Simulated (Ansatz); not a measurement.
**YN: how the settings move a single-point run**

Question: which choices in the input matter for YN?

Program: Ansatz 0.2.0. Level of theory: reference: DFT, PBEsol, plane waves, PAW. These are calculated values, not measurements.

2 further runs of the same task are left out: 2 that didn't finish.

### Step 1. The starting structure

The structure is cubic, space group Fm-3m (No. 225). Conventional cell: a = 4.896 Å, b = 4.896 Å, c = 4.896 Å, α = 90.00°, β = 90.00°, γ = 90.00°. Y (site symmetry m-3m) is surrounded by 6 N at 2.45 Å. N (site symmetry m-3m) has 6 Y at 2.45 Å as nearest neighbours.

As a file:

```
CELL_PARAMETERS angstrom
0.00000 2.44805 2.44805
2.44805 0.00000 2.44805
2.44805 2.44805 0.00000
ATOMIC_POSITIONS crystal
Y 0.00000 0.00000 0.00000
N 0.50000 0.50000 0.50000
```

### Step 2. Reference

input.yaml

```yaml
crystal:
  lattice:
    - [0.0, 2.4480479768, 2.4480479768]
    - [2.4480479768, 0.0, 2.4480479768]
    - [2.4480479768, 2.4480479768, 0.0]
  atoms:
    - { symbol: "Y", position: [0.0, 0.0, 0.0] }
    - { symbol: "N", position: [0.5, 0.5, 0.5] }
kpoints:
  mp_grid: { grid: [6, 6, 6] }
hamiltonian:
  xc: pbesol
scf:
  occupations: { method: fixed }
  n_extra_bands: 4
output:
  forces: true
  stress: true
  eigenvalues: true
  write_density: true
  write_potential: true
  elf: true
  volumetric_format: npy
```

Command:

```sh
> ansatz run input.yaml --threads 4 --pin off --max-ram 3686MiB --backend cpu --events-out ev --progress --plain --runs-dir out
```

### Step 3. Changing settings: xc_grid 1

Edit input.yaml of step 2 so:

```diff
@@ -19,5 +19,3 @@
   eigenvalues: true
-  write_density: true
-  write_potential: true
-  elf: true
-  volumetric_format: npy
+basis:
+  xc_grid: 1
```

What does the calculation give? Wanted: for each run, ending; energy change; pressure; gap; force.

The runs gave:

| run | ending | energy change | pressure (GPa) | gap (eV) | force (eV/Å) | cycles | time |
| --- | --- | --- | --- | --- | --- | --- | --- |
| reference | converged | 0 | -3.8 | 0.10 | 0.00 | 6 | 0.8 s |
| 1: xc_grid 1 | converged | 0.0 meV/atom | -3.8 | 0.10 | 0.00 | 6 | 0.64 s |

Times don't compare one to one where runs were asked for different outputs or read a saved state (see the inputs); cycles may leave out searches for a lower state.

Residual by cycle in the longest SCF loop of each run; runs are numbered as in the table. The quantity is the density residual dr2, in eV.

| cycle | reference | run 1 |
| --- | --- | --- |
| 1 | 0.0544 | 0.0544 |
| 2 | 0.0547 | 0.0547 |
| 3 | 1.8e-4 | 1.8e-4 |
| 4 | 5.4e-6 | 5.4e-6 |
| 5 | 4.3e-8 | 4.3e-8 |
| 6 | 2.7e-9 | 2.7e-9 |

What this shows: Changing the numerical grids hardly moves the energy: 0.0 meV/atom.
